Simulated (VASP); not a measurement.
# Hf (Fm-3m) in VASP: notebook

Runs on Hf. Level: LDA. Tasks: relaxation of cell and atoms, single point.

Everything below comes from runs of VASP 6.6.1. Logs are shortened: lines on timing, memory, paths and dates and some standing lists are left out, and cuts for length are marked.

## (1) The crystal as given

It takes space group Fm-3m (No. 225, cubic). The conventional cell has a = 4.440 Å, b = 4.440 Å, c = 4.440 Å, α = 90.00°, β = 90.00°, γ = 90.00°. Hf (site symmetry m-3m) is surrounded by 12 Hf at 3.14 Å.

This isn't the form of Hf at room conditions, which is hcp.

## (2) Relaxation of cell and atoms, LDA

Input file INCAR:

```
SYSTEM = Hf
ALGO = Fast
EDIFF = 1E-7
EDIFFG = -0.01
ENCUT = 600
GGA = CA
IBRION = 2
ISIF = 3
ISMEAR = -1
LASPH = .True.
LCHARG = .False.
LREAL = .False.
LWAVE = .False.
NELM = 80
NSW = 40
PREC = Accurate
PSTRESS = 0
SIGMA = 0.05
```

Input file KPOINTS:

```
k-points
0
Gamma
  10 10 10
  0 0 0
```

Input file POSCAR:

```
Hf
1.0
    0.0000000000      2.2200000000      2.2200000000
    2.2200000000      0.0000000000      2.2200000000
    2.2200000000      2.2200000000      0.0000000000
Hf
1
Direct
    0.0000000000      0.0000000000      0.0000000000
```

Potentials or basis: VASP PAW LDA potentials, release 64 (Hf_pv).

Launch:

```bash
cat potpaw_LDA.64/Hf_pv/POTCAR > POTCAR
mpirun -np 1 vasp_std > vasp.out
```

OUTCAR:

```text
SYSTEM = Hf
   EDIFF = 1E-7
   EDIFFG = -0.01
   ENCUT = 600
   GGA = CA
   IBRION = 2
   ISIF = 3
   ISMEAR = -1
   LASPH = .True.
   LREAL = .False.
   NELM = 80
   NSW = 40
   PREC = Accurate
   PSTRESS = 0

 ion  position               nearest neighbor table
   1  0.000  0.000  0.000-

  LATTYP: Found a face centered cubic cell.
 ALAT       =     4.4400000000

  Lattice vectors:

 A1 = (   0.0000000000,   2.2200000000,   2.2200000000)
 A2 = (   2.2200000000,   0.0000000000,   2.2200000000)
 A3 = (   2.2200000000,   2.2200000000,   0.0000000000)

Analysis of symmetry for initial positions (statically):
=====================================================================
 Subroutine PRICEL returns:
 Original cell was already a primitive cell.

 Routine SETGRP: Setting up the symmetry group for a
 face centered cubic supercell.

 Subroutine GETGRP returns: Found 48 space group operations
 (whereof 48 operations were pure point group operations)
 out of a pool of 48 trial point group operations.

The static configuration has the point symmetry O_h .

Analysis of symmetry for dynamics (positions and initial velocities):
=====================================================================
 Subroutine PRICEL returns:
 Original cell was already a primitive cell.

 Routine SETGRP: Setting up the symmetry group for a
 face centered cubic supercell.

 Subroutine GETGRP returns: Found 48 space group operations
 (whereof 48 operations were pure point group operations)
 out of a pool of 48 trial point group operations.

The dynamic configuration has the point symmetry O_h .

 Subroutine INISYM returns: Found 48 space group operations
 (whereof 48 operations are pure point group operations),
 and found     1 'primitive' translations

----------------------------------------------------------------------------------------

                                     Primitive cell

  volume of cell :      21.8821

  direct lattice vectors                    reciprocal lattice vectors
     0.000000000  2.220000000  2.220000000    -0.225225225  0.225225225  0.225225225
     2.220000000  0.000000000  2.220000000     0.225225225 -0.225225225  0.225225225
     2.220000000  2.220000000  0.000000000     0.225225225  0.225225225 -0.225225225

  length of vectors
     3.139554108  3.139554108  3.139554108     0.390101533  0.390101533  0.390101533

  position of ions in fractional coordinates (direct lattice)
     0.000000000  0.000000000  0.000000000

  ion indices of the primitive-cell ions
   primitive index   ion index
                 1           1

----------------------------------------------------------------------------------------

 KPOINTS: k-points

Automatic generation of k-mesh.
 Grid dimensions read from file:
 generate k-points for:   10   10   10

 Generating k-lattice:

  Cartesian coordinates                     Fractional coordinates (reciprocal lattice)
    -0.022522523  0.022522523  0.022522523     0.100000000  0.000000000  0.000000000
     0.022522523 -0.022522523  0.022522523     0.000000000  0.100000000  0.000000000
     0.022522523  0.022522523 -0.022522523     0.000000000  0.000000000  0.100000000

  Length of vectors
     0.039010153  0.039010153  0.039010153

  Shift w.r.t. Gamma in fractional coordinates (k-lattice)
     0.000000000  0.000000000  0.000000000

 Subroutine IBZKPT returns following result:
 ===========================================

 Found     47 irreducible k-points:

 Following reciprocal coordinates:
            Coordinates               Weight
  0.000000  0.000000  0.000000      1.000000
  0.100000  0.000000  0.000000      8.000000
  0.200000  0.000000  0.000000      8.000000
  0.300000  0.000000  0.000000      8.000000
  0.400000  0.000000  0.000000      8.000000
  0.500000  0.000000  0.000000      4.000000
[... 16 lines left out ...]
  0.300000  0.300000  0.000000      6.000000
  0.400000  0.300000  0.000000     24.000000
 [... further k-points ...]
   k-points           NKPTS =     47   k-points in BZ     NKDIM =     47   number of bands    NBANDS=      9
   number of dos      NEDOS =    301   number of ions     NIONS =      1
   total plane-waves  NPLWV =  21952
   dimension x,y,z NGX =    28 NGY =   28 NGZ =   28
   dimension x,y,z NGXF=    56 NGYF=   56 NGZF=   56
   ions per type =               1
   NGX,Y,Z   is equivalent  to a cutoff of  14.83, 14.83, 14.83 a.u.
   NGXF,Y,Z  is equivalent  to a cutoff of  29.65, 29.65, 29.65 a.u.
 SYSTEM =  Hf
   PREC   = accura    normal or accurate (medium, high low for compatibility)
   ISTART =      0    job   : 0-new  1-cont  2-samecut
   ICHARG =      2    charge: 1-file 2-atom 10-const
   ISPIN  =      1    spin polarized calculation?
   LNONCOLLINEAR =      F non collinear calculations
   LSORBIT =      F    spin-orbit coupling
   LASPH  =      T    aspherical Exc in radial PAW
   ENCUT  =  600.0 eV  44.10 Ry    6.64 a.u.   6.27  6.27  6.27*2*pi/ulx,y,z
   NELM   =     80;   NELMIN=  2; NELMDL= -5     # of ELM steps
   EDIFF  = 0.1E-06   stopping-criterion for ELM
   LREAL  =      F    real-space projection
   EDIFFG = -.1E-01   stopping-criterion for IOM
   NSW    =     40    number of steps for IOM
   IBRION =      2    ionic relax: 0-MD 1-quasi-New 2-CG
   NFREE  =      1    steps in history (QN), initial steepest desc. (CG)
   ISIF   =      3    stress and relaxation
   ISYM   =      2    0-nonsym 1-usesym 2-fastsym
   POTIM  = 0.5000    time-step for ionic-motion
   TEBEG  =    0.0;   TEEND  =   0.0 temperature during run
   PSTRESS=    0.0 pullay stress
   NELECT =      10.0000    total number of electrons
   NUPDOWN=      -1.0000    fix difference up-down
   EMIN   =  10.00;   EMAX   =-10.00  energy-range for DOS
   EFERMI =   0.00;   METHOD = LEGACY
   ISMEAR =    -1;   SIGMA  =   0.05  broadening in eV -4-tet -1-fermi 0-gaus
   EFERMI_NEDOS =   21; number of points for ismear=-14 and -15
   IALGO  =     68    algorithm
   IMIX   =      4    mixing-type and parameters
     AMIX     =   0.40;   BMIX     =  1.00
     AMIX_MAG =   1.60;   BMIX_MAG =  1.00
  volume/ion in A,a.u.               =      21.88       147.67
  Fermi-wavevector in a.u.,A,eV,Ry     =   1.260991  2.382927 21.634588  1.590097
  Thomas-Fermi vector in A             =   2.394472
   LORBIT       =      0    0 simple, 1 ext, 2 COOP (PROOUT), +10 PAW based schemes
   GGA     = CA    functional components
   LHFCALC =     F    Hartree Fock is set to
   AEXX    =    0.0000 exact exchange contribution
   IVDW    =     0    specifies the selected vdW correction
   LEPSILON=     F    determine dielectric tensor
   LRPA    =     F    only Hartree local field effects (RPA)
 conjugate gradient relaxation of ions
 non-spin polarized calculation
 RMM-DIIS sequential band-by-band and
  energy-cutoff  :      600.00
  volume of cell :       21.88
 maximum number of plane-waves:       745
 NGX is ok and might be reduce to    28
   NGX = 13   NGY = 13   NGZ = 13

--------------------------------------- Ionic step        1  -------------------------------------------

 number of electron      10.0000000 magnetization

 Free energy of the ion-electron system (eV)
  ---------------------------------------------------
  ext. energy  EPLUGINS =         0.00000000
  ---------------------------------------------------
  free energy    TOTEN  =       -10.61926578 eV

  energy without entropy =      -10.60835492  energy(sigma->0) =      -10.61381035

------------------------ aborting loop because EDIFF is reached ----------------------------------------

  FORCE on cell =-STRESS in cart. coord.  units (eV):
  Direction    XX          YY          ZZ          XY          YZ          ZX
  --------------------------------------------------------------------------------------
  -------------------------------------------------------------------------------------
  Total       -0.7816812     -0.7816812     -0.7816812      0.0000000     -0.0000000     -0.0000000
  in kB      -57.2336366    -57.2336366    -57.2336366      0.0000000     -0.0000000     -0.0000000
  external PRESSURE =     -57.2336366 kB  Pullay stress =       0.0000000 kB

 VOLUME and BASIS-vectors are now :
 -----------------------------------------------------------------------------
  energy-cutoff  :      600.00
  volume of cell :       21.88
      direct lattice vectors                 reciprocal lattice vectors
     0.000000000  2.220000000  2.220000000    -0.225225225  0.225225225  0.225225225
     2.220000000  0.000000000  2.220000000     0.225225225 -0.225225225  0.225225225
     2.220000000  2.220000000  0.000000000     0.225225225  0.225225225 -0.225225225
[... 141 lines left out ...]
 POSITION                                       TOTAL-FORCE (eV/Angst)
 -----------------------------------------------------------------------------------
      2.18264      4.36527      2.18264         0.000000     -0.000000      0.000000
 -----------------------------------------------------------------------------------
    total drift:                                0.000000      0.000000      0.000000

  FREE ENERGIE OF THE ION-ELECTRON SYSTEM (eV)
  ---------------------------------------------------
  free  energy   TOTEN  =       -10.6397207207 eV

  energy  without entropy=      -10.6285332161  energy(sigma->0) =      -10.63412697

--------------------------------------- Ionic step        6  -------------------------------------------

 number of electron      10.0000000 magnetization

 Free energy of the ion-electron system (eV)
  ---------------------------------------------------
  ext. energy  EPLUGINS =         0.00000000
  ---------------------------------------------------
  free energy    TOTEN  =       -10.63972763 eV

  energy without entropy =      -10.62852574  energy(sigma->0) =      -10.63412669

 E-fermi :   5.1555     XC(G=0): -11.8120

 val. band max:        5.1083465337   @ k =  -0.2000   0.1000   0.0000
 cond. band min:       5.1621280424   @ k =   0.3000   0.0000   0.0000
 fundamental gap:      0.0537815086
 Fermi energy:         5.1554539700

 k-point     1 :       0.0000    0.0000    0.0000
  band No.  band energies     occupation
      1     -24.4428      2.00000
      2     -24.4428      2.00000
      3     -24.4428      2.00000
      4      -2.2400      2.00000
      5       6.5057      0.00000
      6       6.5057      0.00000
      7       6.5057      0.00000
      8       9.5294      0.00000
      9       9.5294      0.00000

 k-point     2 :       0.1000    0.0000    0.0000
  band No.  band energies     occupation
      1     -24.5521      2.00000
      2     -24.4564      2.00000
      3     -24.4564      2.00000
      4      -1.8605      2.00000
      5       6.1493      0.00000
      6       6.6792      0.00000
      7       6.6792      0.00000
      8       9.3440      0.00000
      9       9.3440      0.00000
[... 253 lines left out ...]
 k-point    24 :       0.4000    0.3000    0.0000
  band No.  band energies     occupation
      1     -25.2561      2.00000
      2     -24.7703      2.00000
      3     -24.7354      2.00000
      4       1.7489      2.00000
      5       3.4169      2.00000
      6       6.1280      0.00000
      7       9.4604      0.00000
      8      10.5936      0.00000
      9      11.7247      0.00000

 [... further k-points ...]

------------------------ aborting loop because EDIFF is reached ----------------------------------------

  FORCE on cell =-STRESS in cart. coord.  units (eV):
  Direction    XX          YY          ZZ          XY          YZ          ZX
  --------------------------------------------------------------------------------------
  -------------------------------------------------------------------------------------
  Total       -0.0002498     -0.0002498     -0.0002498     -0.0000000      0.0000000      0.0000000
  in kB       -0.0192628     -0.0192628     -0.0192628     -0.0000000      0.0000000      0.0000000
  external PRESSURE =      -0.0192628 kB  Pullay stress =       0.0000000 kB

 VOLUME and BASIS-vectors are now :
 -----------------------------------------------------------------------------
  energy-cutoff  :      600.00
  volume of cell :       20.78
      direct lattice vectors                 reciprocal lattice vectors
     0.000000000  2.181988370  2.181988370    -0.229148792  0.229148792  0.229148792
     2.181988370 -0.000000000  2.181988370     0.229148792 -0.229148792  0.229148792
     2.181988370  2.181988370 -0.000000000     0.229148792  0.229148792 -0.229148792

 POSITION                                       TOTAL-FORCE (eV/Angst)
 -----------------------------------------------------------------------------------
      0.00000     -0.00000      0.00000         0.000000      0.000000      0.000000
 -----------------------------------------------------------------------------------
    total drift:                                0.000000      0.000000      0.000000

  FREE ENERGIE OF THE ION-ELECTRON SYSTEM (eV)
  ---------------------------------------------------
  free  energy   TOTEN  =       -10.6397276328 eV

  energy  without entropy=      -10.6285257439  energy(sigma->0) =      -10.63412669

 reached required accuracy - stopping structural energy minimisation
```

Wall time 95 s (1 thread of AMD EPYC 7R43 (Zen 3), shared host); peak memory 0.12 GiB.

What came out:

- Free energy: -10.6397 eV
- Relaxed volume: 20.78 Å³/atom
- Relaxed cell: a = 3.086 Å, b = 3.086 Å, c = 3.086 Å, α = 60.00°, β = 60.00°, γ = 60.00°
- Space group after relaxing (to 0.05 Å): Fm-3m (No. 225)
- Energy gained by relaxing: 20.5 meV/atom
- Ionic steps: 6
- Pressure after relaxing: 0.0 GPa
- Band gap on the k mesh: none (metal or under the smearing width)

Step by step:
| step | energy change (eV) | largest force (eV/Å) | pressure (GPa) | volume (Å³) |
| --- | --- | --- | --- | --- |
| 1 | 0.0000 | 0.0000 | -5.72 | 21.88 |
| 2 | 0.0116 | 0.0000 | 8.31 | 19.50 |
| 3 | -0.0205 | 0.0000 | -0.18 | 20.80 |
| 4 | -0.0205 | 0.0000 | 0.09 | 20.77 |
| 5 | -0.0205 | 0.0000 | -0.14 | 20.80 |
| 6 | -0.0205 | 0.0000 | 0.00 | 20.78 |

Final structure:
```
CELL_PARAMETERS angstrom
0.00000 2.18199 2.18199
2.18199 0.00000 2.18199
2.18199 2.18199 0.00000
ATOMIC_POSITIONS crystal
Hf 0.00000 0.00000 0.00000
```

[end of part 1 of 2]
